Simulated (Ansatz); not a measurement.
# CdI2: the cost of one run

Program: Ansatz 0.2.0. Level of theory: DFT PBE+D3(BJ), scalar-relativistic, plane waves, PAW. These are calculated values, not measurements.

### Step 1. Starting point

Symmetry: P-3m1, No. 164, trigonal system. The conventional cell has a = 3.433 Å, b = 3.433 Å, c = 25.000 Å, α = 90.00°, β = 90.00°, γ = 120.00°. Around Cd (site symmetry 3m) lie 6 I at 2.59 Å. I (site symmetry 3m) has 3 Cd at 2.59 Å in its first shell of neighbours.

As a file:

```cif
data_structure
_symmetry_space_group_name_H-M 'P 1'
_symmetry_Int_Tables_number 1
_cell_length_a 3.4330
_cell_length_b 3.4330
_cell_length_c 25.0000
_cell_angle_alpha 90.000
_cell_angle_beta 90.000
_cell_angle_gamma 120.000
_cell_volume 255.17
loop_
_atom_site_label
_atom_site_type_symbol
_atom_site_fract_x
_atom_site_fract_y
_atom_site_fract_z
_atom_site_occupancy
Cd1 Cd 0.00000 0.00000 0.36507 1
Cd2 Cd 0.33333 0.66667 0.63493 1
I1 I 0.33333 0.66667 0.29854 1
I2 I 0.66667 0.33333 0.43160 1
I3 I 0.66667 0.33333 0.56840 1
I4 I 0.00000 0.00000 0.70146 1
```

Recipe of the guess: sheets of the TaTe2 type as a bilayer. The dimensions are guesses.

Only a and b are periodic; c spans vacuum, so the box's volume, pressure and space group aren't properties of the sheet.

### Step 2. A first look at the guess

input.yaml

```yaml
crystal:
  lattice:
    - [3.43303533, 0.0, 0.0]
    - [-1.7165172, 2.97309509, 0.0]
    - [0.0, 0.0, 25.0]
  atoms:
    - { symbol: Cd, position: [0.0, 0.0, 0.36506887] }
    - { symbol: Cd, position: [0.33333333, 0.66666667, 0.63493113] }
    - { symbol: I, position: [0.33333333, 0.66666667, 0.29853774] }
    - { symbol: I, position: [0.66666667, 0.33333333, 0.4316] }
    - { symbol: I, position: [0.66666667, 0.33333333, 0.5684] }
    - { symbol: I, position: [0.0, 0.0, 0.70146226] }
  periodic: [true, true, false]
basis:
  ecutwfc: 420
kpoints:
  mp_grid: { grid: [6, 6, 1] }
hamiltonian:
  xc: pbe
  dispersion: d3bj
scf:
  occupations: { method: gaussian, width: 0.1 }
  lower_state_search: "off"
output:
  forces: true
  stress: true
  eigenvalues: true
```

Started as:

```console
$ ansatz run input.yaml --threads 1 --pin off --max-ram 2560MiB --backend cpu --events-out ev --progress --plain --runs-dir out
```

**Question.** How long does this run take on 1 thread of AMD EPYC (Zen 3), shared host, and how much memory does it need?

About 33 s, with a peak of 0.69 GiB.
